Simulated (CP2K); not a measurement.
# MgS (Niningerite) (Fm-3m) in CP2K: reference runs

Aim: a first look at MgS (Niningerite) with PBEsol, on the cell as given.

Program: CP2K 2026.2. These are calculated values, not measurements. Logs are shortened: lines on timing, memory, paths and dates and some standing lists are left out, and cuts for length are marked.

## Step 1: The crystal as given

It takes space group Fm-3m (No. 225, cubic). Conventional cell: a = 5.203 Å, b = 5.203 Å, c = 5.203 Å, α = 90.00°, β = 90.00°, γ = 90.00°. Around S (site symmetry m-3m) lie 6 Mg at 2.60 Å. Mg (site symmetry m-3m) has 6 S at 2.60 Å as nearest neighbours.

## Step 2: Single point, PBEsol

mgs_scf.inp reads:

```
&GLOBAL
  PROJECT mgs_scf
  RUN_TYPE ENERGY_FORCE
  PRINT_LEVEL LOW
&END GLOBAL
&FORCE_EVAL
  METHOD QS
  STRESS_TENSOR ANALYTICAL
  &DFT
    BASIS_SET_FILE_NAME BASIS_MOLOPT_UZH
    POTENTIAL_FILE_NAME POTENTIAL_UZH
    &MGRID
      CUTOFF 1400
      REL_CUTOFF 60
      NGRIDS 4
    &END MGRID
    &QS
      METHOD GPW
      EPS_DEFAULT 1.0E-10
    &END QS
    &KPOINTS
      SCHEME MONKHORST-PACK 9 9 9
      GAMMA_CENTERED T
      SYMMETRY T
      SYMMETRY_BACKEND SPGLIB
    &END KPOINTS
    &SCF
      SCF_GUESS ATOMIC
      EPS_SCF 1.0E-6
      MAX_SCF 100
      ADDED_MOS 10
      CHOLESKY OFF
      EPS_EIGVAL 1.0E-7
      &DIAGONALIZATION ON
        ALGORITHM STANDARD
      &END DIAGONALIZATION
      &MIXING ON
        METHOD BROYDEN_MIXING
        ALPHA 0.4
        BETA 1.5
        NBUFFER 8
      &END MIXING
      &SMEAR ON
        METHOD FERMI_DIRAC
        ELECTRONIC_TEMPERATURE [K] 580.226
      &END SMEAR
    &END SCF
    &XC
      &XC_FUNCTIONAL
        &GGA_X_PBE_SOL
        &END GGA_X_PBE_SOL
        &GGA_C_PBE_SOL
        &END GGA_C_PBE_SOL
      &END XC_FUNCTIONAL
    &END XC
    &PRINT
      &KPOINTS ON
      &END KPOINTS
      &MULLIKEN ON
      &END MULLIKEN
      &MO ON
        ENERGIES T
        OCCUPATION_NUMBERS T
        &EACH
          QS_SCF 0
        &END EACH
        ADD_LAST NUMERIC
      &END MO
      &LOWDIN ON
      &END LOWDIN
      &HIRSHFELD ON
        SHAPE_FUNCTION DENSITY
      &END HIRSHFELD
      &E_DENSITY_CUBE ON
        STRIDE 2
      &END E_DENSITY_CUBE
      &V_HARTREE_CUBE ON
        STRIDE 2
      &END V_HARTREE_CUBE
      &ELF_CUBE ON
        STRIDE 2
      &END ELF_CUBE
    &END PRINT
  &END DFT
  &SUBSYS
    &CELL
      ABC 3.6792887145 3.6792887146 3.6792887146
      ALPHA_BETA_GAMMA 59.9999999999 59.9999999999 60.0000000000
      PERIODIC XYZ
    &END CELL
    &COORD
      SCALED
      S   0.5000000000 0.5000000000 0.5000000000
      Mg  0.0000000000 0.0000000000 0.0000000000
    &END COORD
    &KIND S
      BASIS_SET TZVP-MOLOPT-PBE-GTH-q6
      POTENTIAL GTH-PBE-q6
    &END KIND
    &KIND Mg
      BASIS_SET TZVP-MOLOPT-PBE-GTH-q10
      POTENTIAL GTH-PBE-q10
    &END KIND
    &PRINT
      &ATOMIC_COORDINATES ON
      &END ATOMIC_COORDINATES
      &CELL ON
      &END CELL
    &END PRINT
  &END SUBSYS
  &PRINT
    &FORCES ON
    &END FORCES
    &STRESS_TENSOR ON
    &END STRESS_TENSOR
  &END PRINT
&END FORCE_EVAL
```

Potentials or basis: POTENTIAL_UZH S GTH-PBE-q6, Mg GTH-PBE-q10; TZVP-MOLOPT-PBE-GTH basis.

Run with:

```console
OMP_NUM_THREADS=1 cp2k.psmp -i mgs_scf.inp -o mgs_scf.out
```

mgs_scf.out:

```text

 CP2K| version string:                                       CP2K version 2026.2
 CP2K| Input file name                                               mgs_scf.inp

 GLOBAL| Force Environment number                                              1
 GLOBAL| Basis set file name                                    BASIS_MOLOPT_UZH
 GLOBAL| Potential file name                                       POTENTIAL_UZH
 GLOBAL| MM Potential file name                                     MM_POTENTIAL
 GLOBAL| Coordinate file name                                      __STD_INPUT__
 GLOBAL| Method name                                                        CP2K
 GLOBAL| Project name                                                    mgs_scf
 GLOBAL| Run type                                                   ENERGY_FORCE
 GLOBAL| FFT library                                                       FFTW3
[... 6 lines left out ...]
 GLOBAL| Total number of message passing processes                             1
 GLOBAL| Number of threads for this process                                    1
 GLOBAL| CPU model name                                                  UNKNOWN

 CELL| Volume [angstrom^3]:                                            35.218966
 CELL| Vector a [angstrom]:       3.679     0.000     0.000   |a| =     3.679289
 CELL| Vector b [angstrom]:       1.840     3.186     0.000   |b| =     3.679289
 CELL| Vector c [angstrom]:       1.840     1.062     3.004   |c| =     3.679289
 CELL| Angle (b,c), alpha [degree]:                                    60.000000
 CELL| Angle (a,c), beta  [degree]:                                    60.000000
 CELL| Angle (a,b), gamma [degree]:                                    60.000000
 CELL| Numerically orthorhombic:                                              NO
 CELL| Periodicity                                                           XYZ

 CELL_REF| Volume [angstrom^3]:                                        35.218966
 CELL_REF| Vector a [angstrom     3.679     0.000     0.000   |a| =     3.679289
 CELL_REF| Vector b [angstrom     1.840     3.186     0.000   |b| =     3.679289
 CELL_REF| Vector c [angstrom     1.840     1.062     3.004   |c| =     3.679289
 CELL_REF| Angle (b,c), alpha [degree]:                                60.000000
 CELL_REF| Angle (a,c), beta  [degree]:                                60.000000
 CELL_REF| Angle (a,b), gamma [degree]:                                60.000000
 CELL_REF| Numerically orthorhombic:                                          NO
 CELL_REF| Periodicity                                                       XYZ
[... 10 lines left out ...]

  Total number of            - Atomic kinds:                                   2
                             - Atoms:                                          2
                             - Shell sets:                                     2
                             - Shells:                                        13
                             - Primitive Cartesian functions:                 11
                             - Cartesian basis functions:                     28
                             - Spherical basis functions:                     27

  Maximum angular momentum of- Orbital basis functions:                        2
                             - Local part of the GTH pseudopotential:          2
                             - Non-local part of the GTH pseudopotential:      2

[... 116 lines left out ...]
  Hartree energy:                                              59.31603401741843
  Exchange-correlation energy:                                -10.75471410272825
  Electronic entropic energy:                                  -0.00000000000000
  Fermi energy:                                                 0.24486025601066

  Total energy:                                               -73.46346753257808
  Total energy (extrapolated to T->0):                        -73.46346753257808

 MO| EIGENVALUES AND OCCUPATION NUMBERS FOR K POINT 1
 MO|
 MO|  Index      Eigenvalue [a.u.]        Eigenvalue [eV]             Occupation
 MO|      1              -2.550485             -69.402230               2.000000
 MO|      2              -1.329203             -36.169466               2.000000
 MO|      3              -1.328996             -36.163827               2.000000
 MO|      4              -1.328996             -36.163827               2.000000
 MO|      5              -0.225747              -6.142890               2.000000
 MO|      6               0.016981               0.462079               2.000000
[... 334 lines left out ...]
 MO|     17               0.975092              26.533589               0.000000
 MO|     18               1.173063              31.920663               0.000000
 MO| Sum:                                                              16.000000
 MO| E(Fermi):            0.244860 a.u.          6.662986 eV
 MO| Band gap:            0.227084 a.u.          6.179283 eV

 [... the levels of further k-points ...]

 The electron density is written in Cube    file format to the file:

 mgs_scf-ELECTRON_DENSITY-1_0.cube

 !-----------------------------------------------------------------------------!
                     Mulliken Population Analysis

 #  Atom  Element  Kind  Atomic population                           Net charge
       1     S        1          7.152850                             -1.152850
       2     Mg       2          8.847150                              1.152850
 # Total charge                             16.000000                 -0.000000

 !-----------------------------------------------------------------------------!

 !-----------------------------------------------------------------------------!
                           Hirshfeld Charges

  #Atom  Element  Kind  Ref Charge     Population                    Net charge
      1       S      1       6.000          6.283                        -0.283
      2       Mg     2      10.000          9.717                         0.283

  Total Charge                                                           -0.000
 !-----------------------------------------------------------------------------!

 LOWDIN POPULATION ANALYSIS

 #  Atom  Element  Kind  Atomic population                           Net charge
       1     S        1          6.739374                             -0.739374
       2     Mg       2          9.260626                              0.739374
 # Total charge                             16.000000                 -0.000000

               ----- ELF is computed on the real space grid -----

 ELF is written in Cube    file format to the file:

 mgs_scf-ELF_S1-1_0.cube

 ENERGY| Total FORCE_EVAL ( QS ) energy [hartree]            -73.463464122333377

 FORCES| Atomic forces [hartree/bohr]
 FORCES|   Atom     x               y               z               |f|
 FORCES|      1  8.68629212E-15 -2.54932320E-15  1.24184863E-14   1.53678080E-14
 FORCES|      2 -2.05402459E-14 -4.10314088E-15  1.85956605E-15   2.10284439E-14
 FORCES| Sum    -1.18539537E-14 -6.65246408E-15  1.42780524E-14
 FORCES| Total atomic force                                       1.97138093E-14

 STRESS| Analytical stress tensor [bar]
 STRESS|                        x                   y                   z
 STRESS|      x        1.05677571218E+04   1.78679242089E+01   1.26068986934E+01
 STRESS|      y        1.78679242089E+01   1.05474078854E+04   7.35098891054E+00
 STRESS|      z        1.26068986934E+01   7.35098891054E+00   1.05421850396E+04
 STRESS| 1/3 Trace                                             1.05524500156E+04
 STRESS| Determinant                                           1.17505210822E+12

 STRESS| Eigenvectors and eigenvalues of the analytical stress tensor [bar]
 STRESS|                        1                   2                   3
 STRESS| Eigenvalues   1.05369950718E+04   1.05370335393E+04   1.05833214357E+04
 STRESS|      x           0.053651539326     -0.577381423564      0.814709889501
 STRESS|      y          -0.635699292311      0.609445675835      0.473774606708
 STRESS|      z           0.770070076086      0.543329237138      0.334343263709
```

It took 25 s on 1 thread of Arm Neoverse V2, shared host; peak memory 0.63 GiB.

Results:

* Free energy: -1999.0425 eV
* Pressure: 1.1 GPa
* Band gap on the k mesh: 2.73 eV, indirect (least direct gap 3.51 eV)
* Mulliken charges: S -1.15; Mg +1.15 e
* Hirshfeld charges: S -0.28; Mg +0.28 e

Caveat: Mulliken charges move with the basis; the potentials were made for another functional, which shifts forces and pressure; an odd mesh through Γ misses points on the zone boundary, where band edges often lie; the basis of atomic orbitals isn't converged, which shifts pressures, moduli and gaps. A hybrid or GW would open this gap; PBEsol tends to underestimate it.
